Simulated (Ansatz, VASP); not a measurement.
# SnGeSe2S2: VASP beside Ansatz, part 2 of 2

One calculation is typed for both programs; each brings its own data sets. How far apart do they land? The cell is taken from a series of runs on this material, whose earlier steps may have relaxed, scaled, displaced or heated it; both programs get it as it stands.

VASP 6.6.1 and Ansatz 0.2.0.

So far: The starting structure; VASP: G0W0 gap, HSE06.

## Step 3: Ansatz: G0W0 gap, HSE06

Level of this step: Ansatz beside VASP: G0W0 on Kohn-Sham DFT, plane waves, HSE06 (Ansatz).

Ansatz runs on its PAW soft_1 files.

The same cell, functional and mesh now go to Ansatz, which takes its cutoff from its data sets.

File input.yaml:

```yaml
crystal:
  lattice:
    - [3.5871182775, 0.0, 0.0]
    - [-1.7935591387, 3.1065355547, 0.0]
    - [0.0, 0.0, 40.5]
  atoms:
    - { symbol: Sn, position: [0.0, 0.0, 0.4301677019] }
    - { symbol: S, position: [0.3333333333, 0.6666666667, 0.4671937754] }
    - { symbol: S, position: [0.6666666667, 0.3333333333, 0.3933903824] }
    - { symbol: Ge, position: [0.6666666667, 0.3333333333, 0.5697525906] }
    - { symbol: Se, position: [0.3333333333, 0.6666666667, 0.6066096176] }
    - { symbol: Se, position: [0.0, 0.0, 0.5329402371] }
  periodic: [true, true, false]
kpoints:
  mp_grid: { grid: [3, 3, 1] }
hamiltonian:
  xc: hse06
  pseudopotentials: { kind: paw, azcp: { folder: soft_1 } }
scf:
  occupations: { method: fixed }
gw:
  n_empty_bands: 384
  ecut_chi: 52
  qp_bands: [v2, c2]
  qp_kpoints: band_edges
  screening: { model: contour_deformation }
```

Command:

```sh
ansatz run input.yaml --threads 4 --pin off --max-ram 17510MiB --backend cpu --events-out ev --progress --plain --runs-dir out
```

Numbers of over 12 decimals in the logs are rounded to 6 here.

Output:

```text
exact exchange: scf.exx.singularity resolves to wigner_seitz, which cuts the screened interaction at the faces of the exchange supercell's Wigner-Seitz cell, so that each pair interacts once, at the shortest of its separations (the periodic images that this leaves out come, for a point-like exchange hole, to about 0.003 eV on a filled level). The cut falls within the interaction's reach, and what an exchange supercel [...]
Engine: ansatz 0.2.0, aarch64-unknown-linux-gnu
Pseudopotentials: kind: paw
Pseudopotential: Sn, paw, valence charge 14, recommended cutoff 420 eV (normal), soft_1/Sn.paw.azcp
Pseudopotential: S, paw, valence charge 6, recommended cutoff 420 eV (normal), soft_1/S.paw.azcp
Pseudopotential: Ge, paw, valence charge 14, recommended cutoff 420 eV (normal), soft_1/Ge.paw.azcp
Pseudopotential: Se, paw, valence charge 16, recommended cutoff 420 eV (normal), soft_1/Se.paw.azcp
Functional definition: HSE06
  parameter a = 0.25
  parameter omega = 0.11/bohr
  exchange = pbe_x - a*pbe_x_sr(omega) + a*exact_x_sr(omega)
  correlation = pbe_c
davidson cushion auto → on  (no smearing: the cushion is to keep the highest requested band from converging to the state above it; pin scf.eigensolver.cushion to override)
Crystal: 6 atoms, lattice volume = 451.312 Å³
Basis set: ecut = 420 eV, 8661 PW (Γ)
Bands: 44, of which v1, the nominal top of the filled ones, is band 36 counted from 1 (35 counted from 0)
Symmetry: 6 space group operations
Space group: P3m1 (ITA 156), of the structure as read, at distance tolerance 7.7e-5 Å
k-points: 3 of 9 (time reversal used)
Non-local potential: Sn, projectors of the file, l = 0: 2, l = 1: 2, l = 2: 2, l = 3: 1
Non-local potential: S, projectors of the file, l = 0: 2, l = 1: 2, l = 2: 1
Non-local potential: Ge, projectors of the file, l = 0: 2, l = 1: 2, l = 2: 3, l = 3: 1
Non-local potential: Se, projectors of the file, l = 0: 2, l = 1: 2, l = 2: 3, l = 3: 1
PAW form: soft (Blöchl's): semilocal exchange-correlation on the pseudo side does not see the compensation charge
PAW frozen core: Sn, regenerated for the run's functional, and the local potential with it (the file was generated under x = pbe(κ = 0.804, μ = 0.219515), c = pbe(β = 0.066725))
PAW frozen core: S, regenerated for the run's functional, and the local potential with it (the file was generated under x = pbe(κ = 0.804, μ = 0.219515), c = pbe(β = 0.066725))
PAW frozen core: Ge, regenerated for the run's functional, and the local potential with it (the file was generated under x = pbe(κ = 0.804, μ = 0.219515), c = pbe(β = 0.066725))
PAW frozen core: Se, regenerated for the run's functional, and the local potential with it (the file was generated under x = pbe(κ = 0.804, μ = 0.219515), c = pbe(β = 0.066725))
PAW one-centre angular grid: Sn, 590 points (default); XC on 64 Gauss nodes
PAW one-centre angular grid: S, 110 points (default); XC on 64 Gauss nodes
PAW one-centre angular grid: Ge, 590 points (default); XC on 64 Gauss nodes
PAW one-centre angular grid: Se, 590 points (default); XC on 64 Gauss nodes
Initial wavefunctions: pseudopotential atomic-orbital guess
Functional: x = pbe(κ = 0.804, μ = 0.219515), c = pbe(β = 0.066725), warm-up for x = pbe(κ = 0.804, μ = 0.219515) + 0.25 (exact − pbe) at short range (hse, ω = 0.207870 Å⁻¹), c = pbe(β = 0.066725); HSE06 as pw.x's `hse` composes it (authors' and Libxc's form: `xc: wpbeh`)
iter 1 solved again at ethr=3.84e-3 eV; its pass at ethr=1.00e-1 eV (dr2=2.76e0 eV) is discarded
SCF iter   1: F=—  HF=-23062.562649 eV  |F-HF|=—  |Δ(HF+E_count)|=         —  Δρ=2.17e-2  dr2=2.66e0  ethr=3.84e-3  ⟨swp⟩=5.0  Hψ=738  notcnv=0
preconditioner: auto → none  [insulator: Δε(μ)=0.972 eV  Ē_g=13.462 eV  n_scr=24 (ndim 8)  ℏωp=11.3 eV  f_vac=0.697]
SCF iter   2: F=—  HF=-23062.008638 eV  |F-HF|=—  |Δ(HF+E_count)|=   5.54e-1  Δρ=9.91e-3  dr2=7.54e-1  ethr=3.70e-3  ⟨swp⟩=4.0  Hψ=361  notcnv=0
[...]
SCF iter   6: F=—  HF=-23061.901954 eV  |F-HF|=—  |Δ(HF+E_count)|=   5.20e-3  Δρ=1.66e-3  dr2=5.60e-2  ethr=5.19e-5  ⟨swp⟩=4.7  Hψ=339  notcnv=0
SCF iter   7: F=—  HF=-23061.897570 eV  |F-HF|=—  |Δ(HF+E_count)|=   4.38e-3  Δρ=5.61e-4  dr2=2.65e-3  ethr=5.19e-5  ⟨swp⟩=4.0  Hψ=318  notcnv=0
SCF iter   8: F=—  HF=-23061.896937 eV  |F-HF|=—  |Δ(HF+E_count)|=   6.33e-4  Δρ=1.92e-4  dr2=9.71e-5  ethr=3.67e-6  ⟨swp⟩=4.0  Hψ=358  notcnv=0
SCF iter   9: F=-23061.896936 eV  HF=-23061.896963 eV  |F-HF|=2.67e-5  |Δ(HF+E_count)|=   2.54e-5  Δρ=1.06e-4  dr2=5.53e-5  ethr=1.35e-7  ⟨swp⟩=4.0  Hψ=413  notcnv=0
SCF 1 stopped early in 9 iterations: F = -23061.896936 eV  dr2 = 5.53e-5
  greatest PAW one-centre occupation: 1.000 electrons in one spin orbital (limit 2), on the Se atom at site 5 (counted from 0), in its partial waves of l = 2
Initial density: handed on by an earlier stage of this run
Initial wavefunctions: those handed on with the density
Functional: x = pbe(κ = 0.804, μ = 0.219515) + 0.25 (exact − pbe) at short range (hse, ω = 0.207870 Å⁻¹), c = pbe(β = 0.066725); HSE06 as pw.x's `hse` composes it (authors' and Libxc's form: `xc: wpbeh`)
[...]
SCF iter   5: F=—  HF=-23070.981226 eV  |F-HF|=—  |Δ(HF+E_count)|=   2.24e-2  Δρ=5.52e-4  dr2=9.10e-4  ethr=7.68e-7  ⟨swp⟩=5.3  Hψ=569  notcnv=0
SCF iter   6: F=—  HF=-23070.980949 eV  |F-HF|=—  |Δ(HF+E_count)|=   2.77e-4  Δρ=1.03e-4  dr2=1.21e-4  ethr=7.68e-7  ⟨swp⟩=3.0  Hψ=333  notcnv=0
SCF iter   7: F=—  HF=-23070.981395 eV  |F-HF|=—  |Δ(HF+E_count)|=   4.46e-4  Δρ=9.63e-5  dr2=9.08e-5  ethr=7.98e-8  ⟨swp⟩=5.0  Hψ=470  notcnv=0
SCF iter   8: F=-23070.981378 eV  HF=-23070.981380 eV  |F-HF|=1.59e-6  |Δ(HF+E_count)|=   1.52e-5  Δρ=2.86e-5  dr2=6.62e-6  ethr=7.98e-8  ⟨swp⟩=3.7  Hψ=319  notcnv=0
SCF 2 stopped early in 8 iterations: F = -23070.981378 eV  dr2 = 6.62e-6
hybrid outer 1: dexx = +2.642e-2 eV, tail = 2.00e-4 eV
Exchange kernel: α = 0.2500, screened, ω = 0.2079 Å⁻¹, Wigner–Seitz truncation, v(0) = 955.2300 eV·Å³, q-mesh 3×3×1, nearest image of the exchange supercell L = 10.76 Å, pair-density grid 18×18×180, without the augmentation charges, whose exchange is taken in its separable form by FFT convolution over the k-point mesh (sized by the pseudopotential files, 24×24×288 at the most), smooth part of the exact exchange by density-matrix convolution
Frozen-core exchange: fock
SCF iter   1: F=—  HF=-23070.981490 eV  |F-HF|=—  |Δ(HF+E_count)|=         —  Δρ=3.46e-5  dr2=5.05e-6  ethr=1.39e-6  ⟨swp⟩=3.0  Hψ=297  notcnv=0
preconditioner: auto → none  [insulator: Δε(μ)=1.476 eV  Ē_g=11.239 eV  n_scr=24 (ndim 8)  ℏωp=9.9 eV  f_vac=0.701]
SCF iter   2: F=—  HF=-23070.981493 eV  |F-HF|=—  |Δ(HF+E_count)|=   3.13e-6  Δρ=1.65e-5  dr2=1.63e-6  ethr=6.69e-9  ⟨swp⟩=5.0  Hψ=509  notcnv=0
SCF iter   3: F=—  HF=-23070.981493 eV  |F-HF|=—  |Δ(HF+E_count)|=   4.14e-7  Δρ=7.87e-6  dr2=4.28e-7  ethr=1.95e-9  ⟨swp⟩=3.0  Hψ=338  notcnv=0
SCF iter   4: F=-23070.981494 eV  HF=-23070.981494 eV  |F-HF|=7.97e-8  |Δ(HF+E_count)|=   1.51e-6  Δρ=3.53e-6  dr2=8.84e-8  ethr=2.97e-10  ⟨swp⟩=6.3  Hψ=473  notcnv=0
SCF 3 converged in 4 iterations: F = -23070.981494 eV  dr2 = 8.84e-8
hybrid outer 2: dexx = +1.902e-6 eV, tail = 2.85e-7 eV, Δε = 3.58e-3 eV (about 2.55e-4 eV left of the loop's levels)
NSCF: frozen V_eff on 3 k-points
Exchange-term sweep: 0 of 3 (spin, k) points
Exchange-term sweep: 1 of 3 (spin, k) points
Exchange-term sweep: 2 of 3 (spin, k) points
Exchange-term sweep: 3 of 3 (spin, k) points
G₀W₀ screening: q 1/3
[... further progress lines ...]
NSCF: frozen V_eff on 1 k-points
hybrid SCF converged: 2 outer / 12 inner (+9 warm-up), last move |dexx| = 1.90e-6 eV, tail = 2.85e-7 eV
Stability not checked: this state was not tested for a lower state beside it, because the functional holds exact exchange (a hybrid, or Hartree-Fock), whose exchange loop this test does not read (fock_operator; see scf.lower_state_search)
Free energy (F): -23070.981494 eV
Frozen-core exchange: fock
Harris-Foulkes:  -23070.981494 eV  (|F-HF|=7.97e-8)
Internal energy: -23070.981494 eV  (E = F + TS)
E sigma→0 (E₀):  -23070.981494 eV
Fermi energy:    -6.173517 eV
--- Per-component energies (eV) ---
  E_band       = -2173.254066
  E_kinetic    = 695.356075
  E_local      = -291370.298130  (includes V_loc(G=0)·N_el)
  E_nonlocal   = -279.961626
  E_hartree    = 145235.997995
  E_xc         = -439.107285
  E_vxc        = -395.050899  (∫ρ·V_xc dr)
  E_exx        = -250.492689  (= α·E_x^exact, valence–valence)
  E_paw        = -11726.779532  (= ΣΔE_a)
  E_vpaw       = -794.323453  (= ΣTr[D̂ρ^β])
  E_aug_tail   = -0.000466  (compensation charges beyond the density's cutoff)
  E_ewald      = 135066.739296
  E_core_change = -2.435131  (= ΣΔE_core)
  E_smearing   = -0.000000  (= −TS)
  E_closure    = -0.000000  (closes the sum)
  Σ components = -23070.981494   (vs F -23070.981494, Δ=-1.46e-11)
--- Band table (eV) ---
  k-point 0: bands = [... 32 lower, -6.7275, -6.7275, -6.1735, -6.1735, -3.9456, -3.0140, -2.2659, -1.8141]
  k-point 1: bands = [... 32 lower, -8.0435, -7.5274, -6.9548, -6.3412, -4.6975, -4.1736, -1.2926, -0.8123]
  k-point 2: bands = [... 32 lower, -8.4218, -8.2110, -7.3919, -7.0409, -4.0582, -3.5607, -0.5375, -0.3206]
  the weakly bound empty levels are not read free of the cell's end (exact_exchange)
  guard bands above this table: 4 of the run's 44 bands. The solve was not asked for them (output.publish_guard_bands: true or output.eigenvalues: true publishes all)
--- G₀W₀: contour deformation, 6 samples at zero and on the imaginary axis and 1 off it, 9 q-points, 384 empty bands' worth ---
  eigenvalues of the whole cell's RPA ε∞ on this k-mesh (on a slab, of 1 + 4πα/V) = 1.2379, 4.9716, 4.9716; static W/v taken at q = 0 is 0.332389
  bands read: the sum over 420 bands ends inside a degenerate multiplet in 1 slot, whose members it reads at an even weight; the widest, k=0: bands 420 to 421 (counted from 1) at 1/2 each
  gw.qp_kpoints: band_edges: 2 of 3 stored k-points solved, in 1 pass; an edge of the gap read off the rows below is read off those points alone
    valence top: of the k-points left out ik 2 came nearest to being solved in a further pass, in band 36 (counted from 1, as in the quasiparticle table): it holds the edge there only if its correction is more favourable than any solved in that band by at least 0.852 eV; those differ by 0.015 eV
    conduction bottom: of the k-points left out ik 2 came nearest to being solved in a further pass, in band 37 (counted from 1, as in the quasiparticle table): it holds the edge there only if its correction is more favourable than any solved in that band by at least 0.628 eV; those differ by 0.011 eV
    ik  band        ε_KS         Σx   Σc(E_QP)       V_xc       Z   E_QP_lin       E_QP  E_QP is
     0    35     -6.1735   -18.0017     2.0814   -16.2313  0.7434    -5.8649    -5.8625  root
     0    36     -6.1735   -18.0017     2.0814   -16.2313  0.7434    -5.8649    -5.8625  root
     0    37     -3.9456   -11.3531    -3.3610   -15.0288  0.7742    -3.6280    -3.6309  root
     0    38     -3.0140   -11.0470    -3.6564   -15.1867  0.7638    -2.5178    -2.5307  root
     1    35     -6.9548   -17.0336     2.0221   -15.3610  0.7466    -6.6086    -6.6053  root
     1    36     -6.3412   -17.7684     2.0696   -16.0246  0.7426    -6.0181    -6.0153  root
     1    37     -4.6975   -10.5746    -3.0782   -13.9785  0.7686    -4.3696    -4.3717  root
     1    38     -4.1736   -10.2115    -3.3999   -14.0377  0.7680    -3.7424    -3.7473  root
```

## Step 4: Differences

Known differences besides the potentials themselves: exact exchange at q = 0 is treated differently, which shows on coarse meshes; VASP keeps PBE cores, Ansatz makes them for the functional; fixed occupations in Ansatz, narrow Gaussian smearing in VASP; Ansatz cuts the interaction across the vacuum, VASP repeats the sheet without a dipole correction; the data sets hold 72 valence electrons in Ansatz (on its PAW soft_1 files) and 52 in VASP; the cutoff is 420 eV in Ansatz and 400 eV in VASP; Ansatz integrates over frequency by contour deformation, VASP on a grid of NOMEGA points; Ansatz's G0W0 levels solve the quasiparticle equation, VASP's are linearised. Total energies have different zeros and are not compared.

Compared:

| quantity | Ansatz | VASP | difference |
| --- | --- | --- | --- |
| G0W0 gap on the mesh (eV) | 1.49 | 1.61 | -0.12 |
| Kohn-Sham gap under it (eV) | 1.48 | 1.51 | -0.03 |

Where the cell holds vacuum, a pressure given here is an average over it and none of the material.

## Step 5: Results

* difference in G0W0 gap on the mesh (G0W0 gap, HSE06): -0.12 eV

What this shows: The difference in G0W0 gap on the mesh is -0.12 eV (G0W0 gap, HSE06). The data sets hold unlike numbers of valence electrons (72 in Ansatz and 52 in VASP), so part of the differences may come from the potentials. Such differences can come from data sets, numerical settings and the points named under the comparisons, not from the functional's error against experiment.

[Lines on the potential files, build, host, timing and source positions are cut from VASP's logs without a mark.]

[Logs are printed without paths, hosts, clocks, repeated set-up lines and the standing remarks that a program may print on its own settings, such as how far it seeks lower states.]

[Hosts, paths, dates, database ids (printed as entryN), source tags and the programs' standing remarks are cut or masked in the printed files.]
